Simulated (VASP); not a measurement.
# Mg3Sb2 (P-3m1) in VASP: further runs, part 3 of 3

VASP 6.6.1.

**4. G0W0 quasiparticle levels, PBE**

Input file POSCAR:

```
Mg3Sb2                                  
1.0
    4.5546491329     -0.0000000000     -0.0000000000
   -2.2773245665      3.9444418543      0.0000000000
    0.0000000000      0.0000000000      7.1860071771
  Mg              Sb            
     3     2
Direct
     0.3333333332999970    0.6666666667000030    0.6325098386911804
     0.6666666667000030    0.3333333332999970    0.3674901613088197
     0.0000000000000000    0.0000000000000000    0.0000000000000000
     0.3333333332999970    0.6666666667000030    0.2237411491799448
     0.6666666667000030    0.3333333332999970    0.7762588508200552
```

Input file INCAR.step1:

```
PREC = Accurate ; ENCUT = 500
EDIFF = 1E-8 ; ISMEAR = 0
SIGMA = 0.01 ; LREAL = F
LASPH = T ; NELM = 80
ALGO = Normal ; LWAVE = T
LCHARG = F ; GGA = PE
```

Input file INCAR.step2:

```
PREC = Accurate ; ENCUT = 500
EDIFF = 1E-8 ; ISMEAR = 0
SIGMA = 0.01 ; LREAL = F
LASPH = T ; NELM = 1
ALGO = Exact ; LWAVE = T
LCHARG = F ; GGA = PE
NBANDS = 512 ; LOPTICS = T
ISTART = 1
```

Input file INCAR.step3:

```
PREC = Accurate ; ENCUT = 500
EDIFF = 1E-8 ; ISMEAR = 0
SIGMA = 0.01 ; LREAL = F
LASPH = T ; ALGO = EVGW0
LWAVE = F ; LCHARG = F
GGA = PE ; NELMGW = 1
NBANDS = 512 ; ENCUTGW = 150
NOMEGA = 48 ; PRECFOCK = Fast
ISTART = 1 ; NBANDSGW = 26
```

Input file KPOINTS:

```
Automatic mesh
0
Gamma
  3 3 2
```

Potentials or basis: VASP PAW PBE potentials, release 64 (Mg_GW, Sb_d_GW).

Run with:

```sh
cat potpaw_PBE.64/Mg_GW/POTCAR potpaw_PBE.64/Sb_d_GW/POTCAR > POTCAR
cp INCAR.step1 INCAR
mpirun -np 4 vasp_std > vasp.out
cp INCAR.step2 INCAR
mpirun -np 4 vasp_std > vasp.out
cp INCAR.step3 INCAR
mpirun -np 4 vasp_std > vasp.out
```

OUTCAR:

```text
PREC = Accurate
   ENCUT = 500
   EDIFF = 1E-8
   ISMEAR = 0
   LREAL = F
   LASPH = T
   GGA = PE
   NELMGW = 1
   ENCUTGW = 150
   PRECFOCK = Fast
   ISTART = 1

 ion  position               nearest neighbor table
   1  0.333  0.667  0.633-   5 2.83   5 2.83   5 2.83   4 2.94
   2  0.667  0.333  0.367-   4 2.83   4 2.83   4 2.83   5 2.94
   3  0.000  0.000  0.000-
   4  0.333  0.667  0.224-   2 2.83   2 2.83   2 2.83   1 2.94
   5  0.667  0.333  0.776-   1 2.83   1 2.83   1 2.83   2 2.94

  LATTYP: Found a hexagonal cell.
 ALAT       =     4.5546491329
 C/A-ratio  =     1.5777301319

  Lattice vectors:

 A1 = (   4.5546491329,   0.0000000000,   0.0000000000)
 A2 = (  -2.2773245665,   3.9444418543,   0.0000000000)
 A3 = (   0.0000000000,   0.0000000000,   7.1860071771)

Analysis of symmetry for initial positions (statically):
=====================================================================
 Subroutine PRICEL returns:
 Original cell was already a primitive cell.

 Routine SETGRP: Setting up the symmetry group for a
 hexagonal supercell.

 Subroutine GETGRP returns: Found 12 space group operations
 (whereof 12 operations were pure point group operations)
 out of a pool of 24 trial point group operations.

The static configuration has the point symmetry D_3d.

Analysis of symmetry for dynamics (positions and initial velocities):
=====================================================================
 Subroutine PRICEL returns:
 Original cell was already a primitive cell.

 Routine SETGRP: Setting up the symmetry group for a
 hexagonal supercell.

 Subroutine GETGRP returns: Found 12 space group operations
 (whereof 12 operations were pure point group operations)
 out of a pool of 24 trial point group operations.

The dynamic configuration has the point symmetry D_3d.

 Subroutine INISYM returns: Found 12 space group operations
 (whereof 12 operations are pure point group operations),
 and found     1 'primitive' translations

----------------------------------------------------------------------------------------

                                     Primitive cell

  volume of cell :     129.1006

  direct lattice vectors                    reciprocal lattice vectors
     4.554649133  0.000000000  0.000000000     0.219555880  0.126760647  0.000000000
    -2.277324566  3.944441854  0.000000000     0.000000000  0.253521293  0.000000000
     0.000000000  0.000000000  7.186007177     0.000000000  0.000000000  0.139159338

  length of vectors
     4.554649133  4.554649133  7.186007177     0.253521293  0.253521293  0.139159338

  position of ions in fractional coordinates (direct lattice)
     0.333333333  0.666666667  0.632509839
     0.666666667  0.333333333  0.367490161
     0.000000000  0.000000000  0.000000000
     0.333333333  0.666666667  0.223741149
     0.666666667  0.333333333  0.776258851

  ion indices of the primitive-cell ions
   primitive index   ion index
                 1           1
                 2           2
                 3           3
                 4           4
                 5           5

----------------------------------------------------------------------------------------

 KPOINTS: Automatic mesh

Automatic generation of k-mesh.
 Grid dimensions read from file:
 generate k-points for:    3    3    2

 Generating k-lattice:

  Cartesian coordinates                     Fractional coordinates (reciprocal lattice)
     0.073185293  0.042253549  0.000000000     0.333333333  0.000000000  0.000000000
     0.000000000  0.084507098  0.000000000     0.000000000  0.333333333  0.000000000
     0.000000000  0.000000000  0.069579669     0.000000000  0.000000000  0.500000000

  Length of vectors
     0.084507098  0.084507098  0.069579669

  Shift w.r.t. Gamma in fractional coordinates (k-lattice)
     0.000000000  0.000000000  0.000000000

 Subroutine IBZKPT returns following result:
 ===========================================

 Found      6 irreducible k-points:

 Following reciprocal coordinates:
            Coordinates               Weight
  0.000000  0.000000  0.000000      1.000000
  0.333333  0.000000  0.000000      6.000000
  0.333333  0.333333  0.000000      2.000000
  0.000000  0.000000  0.500000      1.000000
  0.333333  0.000000  0.500000      6.000000
  0.333333  0.333333  0.500000      2.000000
   k-points           NKPTS =      6   k-points in BZ     NKDIM =     18   number of bands    NBANDS=    512
   number of dos      NEDOS =    301   number of ions     NIONS =      5
   total plane-waves  NPLWV =  69984
   dimension x,y,z NGX =    36 NGY =   36 NGZ =   54
   dimension x,y,z NGXF=    72 NGYF=   72 NGZF=  108
   ions per type =               3   2
   NGX,Y,Z   is equivalent  to a cutoff of  13.14, 13.14, 12.49 a.u.
   NGXF,Y,Z  is equivalent  to a cutoff of  26.28, 26.28, 24.99 a.u.
 SYSTEM =  unknown system
   PREC   = accura    normal or accurate (medium, high low for compatibility)
   ISTART =      1    job   : 0-new  1-cont  2-samecut
   ICHARG =      0    charge: 1-file 2-atom 10-const
   ISPIN  =      1    spin polarized calculation?
   LNONCOLLINEAR =      F non collinear calculations
   LSORBIT =      F    spin-orbit coupling
   LASPH  =      T    aspherical Exc in radial PAW
   ENCUT  =  500.0 eV  36.75 Ry    6.06 a.u.   8.30  8.30 13.10*2*pi/ulx,y,z
   NELM   =     60;   NELMIN=  2; NELMDL=  0     # of ELM steps
   EDIFF  = 0.1E-07   stopping-criterion for ELM
   LREAL  =      F    real-space projection
   EDIFFG = 0.1E-06   stopping-criterion for IOM
   NSW    =      0    number of steps for IOM
   IBRION =     -1    ionic relax: 0-MD 1-quasi-New 2-CG
   NFREE  =      0    steps in history (QN), initial steepest desc. (CG)
   ISIF   =      0    stress and relaxation
   ISYM   =      3    0-nonsym 1-usesym 2-fastsym
   POTIM  = 0.5000    time-step for ionic-motion
   TEBEG  =    0.0;   TEEND  =   0.0 temperature during run
   PSTRESS=    0.0 pullay stress
   NELECT =      36.0000    total number of electrons
   NUPDOWN=      -1.0000    fix difference up-down
   EMIN   =  10.00;   EMAX   =-10.00  energy-range for DOS
   EFERMI =   0.00;   METHOD = LEGACY
   ISMEAR =     0;   SIGMA  =   0.01  broadening in eV -4-tet -1-fermi 0-gaus
   EFERMI_NEDOS =   21; number of points for ismear=-14 and -15
   IALGO  =     38    algorithm
   IMIX   =      4    mixing-type and parameters
     AMIX     =   0.40;   BMIX     =  1.00
     AMIX_MAG =   1.60;   BMIX_MAG =  1.00
  volume/ion in A,a.u.               =      25.82       174.24
  Fermi-wavevector in a.u.,A,eV,Ry     =   1.069546  2.021150 15.564105  1.143929
  Thomas-Fermi vector in A             =   2.205229
   LORBIT       =      0    0 simple, 1 ext, 2 COOP (PROOUT), +10 PAW based schemes
   GGA     = PE    functional components
   LHFCALC =     T    Hartree Fock is set to
   PRECFOCK=fast      Normal, Fast or Accurate (Low or Medium for compatibility)
   ENCUT4O =  -1.0   cutoff for four orbital integrals eV
   NKREDX  =     1    reduce k-point grid by
   NKREDY  =     1    reduce k-point grid by
   NKREDZ  =     1    reduce k-point grid by
   AEXX    =    1.0000 exact exchange contribution
   HFSCREEN=    0.0000 screening length (either q_TF or 0.3 A-1)
   HFSCREENC=   0.0000 screening length for correlation (either q_TF or 0.3 A-1)
   ENCUTFOCK=  -1.0 apply spherical cutoff to Coloumb kernel
   IVDW    =     0    specifies the selected vdW correction
   LEPSILON=     F    determine dielectric tensor
   LRPA    =     F    only Hartree local field effects (RPA)
   LRPAFORCE           =     F    calculate RPA forces
   ENCUTGW             = 150.0    cutoff for response function in eV
   ENCUTGWSOFT         = 120.0    soft cutoff for Coulomb kernel in GW response function in eV
   ENCUTLF             =  -1.0    cutoff for local field effects
   NELMGW              =     1    number of iterations in solving QP/BSE equation
   NELMHF              =     1    number of iterations in the inner HF iteration
   NKREDLFX            =     1    NKREDLFY  =   1   NKREDLFZ  =   1
 non-spin polarized calculation
 Gauss-broadening in eV      SIGMA  =   0.01
  energy-cutoff  :      500.00
  volume of cell :      129.10
 maximum number of plane-waves:      3297
 NGX is ok and might be reduce to    36
  NGX = 18; NGY = 18; NGZ = 28
   NGX = 17   NGY = 17   NGZ = 27
 maximum number of plane-waves:       546
 NGX is ok and might be reduce to    18

 QP shifts <psi_nk| G(iteration)W_0 |psi_nk>: iteration 1
 for sc-GW calculations column KS-energies equals QP-energies in previous step
 and V_xc(KS)=  KS-energies - (<T + V_ion + V_H > + <T+V_H+V_ion>^1  + <V_x>^1)

 k-point   1 :       0.0000    0.0000    0.0000
  band No.  KS-energies  QP-energies   sigma(KS)   V_xc(KS)     V^pw_x(r,r')   Z            occupation Imag(sigma)

      1     -24.4634     -26.9785     -22.3979     -18.6078     -28.9500       0.6636       2.0000       0.4080
      2     -24.4634     -26.9785     -22.3979     -18.6078     -28.9500       0.6636       2.0000       0.4080
      3     -24.4557     -26.9970     -22.4066     -18.6128     -28.9570       0.6698       2.0000       0.4050
      4     -24.4557     -26.9970     -22.4066     -18.6128     -28.9570       0.6698       2.0000       0.4050
      5     -24.4557     -26.9970     -22.4066     -18.6128     -28.9570       0.6698       2.0000       0.4050
      6     -24.4557     -26.9970     -22.4066     -18.6128     -28.9570       0.6698       2.0000       0.4050
[... 20 lines left out ...]
     27       8.7414       8.7487      -8.2323      -8.2419      -3.7555       0.7542       0.0000      -0.2501
     28       8.7855       8.9159      -7.7338      -7.9109      -2.5440       0.7361       0.0000      -0.3615
[... 132 lines left out ...]
      1     -24.4622     -26.9981     -22.3974     -18.6092     -28.9501       0.6694       2.0000       0.4072
      2     -24.4622     -26.9981     -22.3974     -18.6092     -28.9501       0.6694       2.0000       0.4072
      3     -24.4559     -26.9866     -22.4038     -18.6126     -28.9537       0.6675       2.0000       0.4053
      4     -24.4559     -26.9866     -22.4038     -18.6126     -28.9537       0.6675       2.0000       0.4053
      5     -24.4559     -26.9866     -22.4038     -18.6126     -28.9537       0.6675       2.0000       0.4053
      6     -24.4559     -26.9866     -22.4038     -18.6126     -28.9537       0.6675       2.0000       0.4053
[... 20 lines left out ...]
     27       9.6054       9.6804      -8.2010      -8.3021      -3.1791       0.7411       0.0000      -0.3504
     28       9.6054       9.6804      -8.2010      -8.3021      -3.1791       0.7411       0.0000      -0.3504
```

Wall time 4.4 min (4 MPI ranks of Intel Xeon 6975P-C (Granite Rapids), shared host); peak memory 0.61 GiB.

Results:

| Quantity | Value |
| --- | --- |
| Band gap on the k mesh, mean-field level | 0.18 eV, indirect (least direct gap 1.12 eV) |
| Quasiparticle gap | 0.65 eV |
| Least direct quasiparticle gap | 1.78 eV |

Caveat: the k mesh is coarse (spacing up to 0.53 Å⁻¹), so the values aren't converged; bands, screening cutoff and mesh are small and nothing is extrapolated, so the quasiparticle values aren't converged; spin-orbit coupling is left out, which moves the levels of the heavy elements; an odd mesh through Γ misses points on the zone boundary, where band edges often lie.

**5. Summary**

| task | potentials or basis | k mesh | cutoff (eV) | smearing | monkhorst-Pack mesh | GW scheme | GW iterations | cutoff of the response function | frequency points | mesh quality | gap on the mesh (eV) |
| --- | --- | --- | --- | --- | --- | --- | --- | --- | --- | --- | --- |
| dielectric tensor | VASP PAW PBE potentials, release 64 (Mg, Sb) | 9 × 9 × 5 | 520 | gaussian 0.03 eV | no | - | - | - | - | not flagged | 0.16 |
| optical spectrum | VASP PAW PBE potentials, release 64 (Mg, Sb) | 9 × 9 × 5 | 520 | gaussian 0.03 eV | - | - | - | - | - | not flagged | 0.16 |
| G0W0 quasiparticle levels | VASP PAW PBE potentials, release 64 (Mg_GW, Sb_d_GW) | 3 × 3 × 2 | 500 | gaussian 0.01 eV | - | G0W0 | 1 | 150 | 48 | coarse | - |

Alike in all rows: level PBE; no spin polarisation; cell as given.

Caveats: some runs use coarse meshes; spin-orbit coupling is left out, which moves the levels of the heavy elements; an odd mesh through Γ misses points on the zone boundary, where band edges often lie; the gap is small at this level, which inflates the dielectric constant (some runs); independent-particle spectra lack excitons (some runs); bands, screening cutoff and mesh are small and nothing is extrapolated, so the quasiparticle values aren't converged (some runs).

Absolute energies hang on the potentials; compare differences alone.
